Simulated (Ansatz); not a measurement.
# HgS: the cost of one run

Computed with Ansatz 0.2.0 (DFT PBE, spin-orbit coupling, plane waves, PAW, unless a step's input says otherwise).

## Step 1: The system as given

It takes space group F-43m (No. 216, cubic). Conventional cell: a = 6.143 Å, b = 6.143 Å, c = 6.143 Å, α = 90.00°, β = 90.00°, γ = 90.00°. Around Hg (site symmetry -43m) lie 4 S at 2.66 Å. Around S (site symmetry -43m) lie 4 Hg at 2.66 Å.

Coordinates:

```xyz
2
Lattice="0.0000 3.0713 3.0713 3.0713 0.0000 3.0713 3.0713 3.0713 0.0000" Properties=species:S:1:pos:R:3 pbc="T T T"
Hg    0.0000    0.0000    0.0000
S     1.5356    1.5356    1.5356
```

The cell was made up by rule, so the compound may not exist in this form.

The cell is the ideal cubic zincblende prototype; whether it is the stable structure of this composition wasn't checked.

## Step 2: Seeking zero pressure, try 1

input.yaml

```yaml
crystal:
  lattice:
    - [0.0, 3.071272492, 3.071272492]
    - [3.071272492, 0.0, 3.071272492]
    - [3.071272492, 3.071272492, 0.0]
  atoms:
    - { symbol: Hg, position: [0.0, 0.0, 0.0] }
    - { symbol: S, position: [0.25, 0.25, 0.25] }
basis:
  ecutwfc: 420
kpoints:
  mp_grid: { grid: [6, 6, 6] }
hamiltonian:
  xc: pbe
scf:
  occupations: { method: gaussian, width: 0.05 }
output:
  forces: true
  stress: true
  eigenvalues: true
magnetization:
  noncollinear: true
  spin_orbit: true
```

Command:

```bash
ansatz run input.yaml --threads 1 --pin off --max-ram 2560MiB --backend cpu --events-out ev --progress --plain --runs-dir out
```

What time and memory should one allow on 1 thread of Arm Neoverse V2, shared host?

About 6.4 s, with a peak of 0.4 GiB.
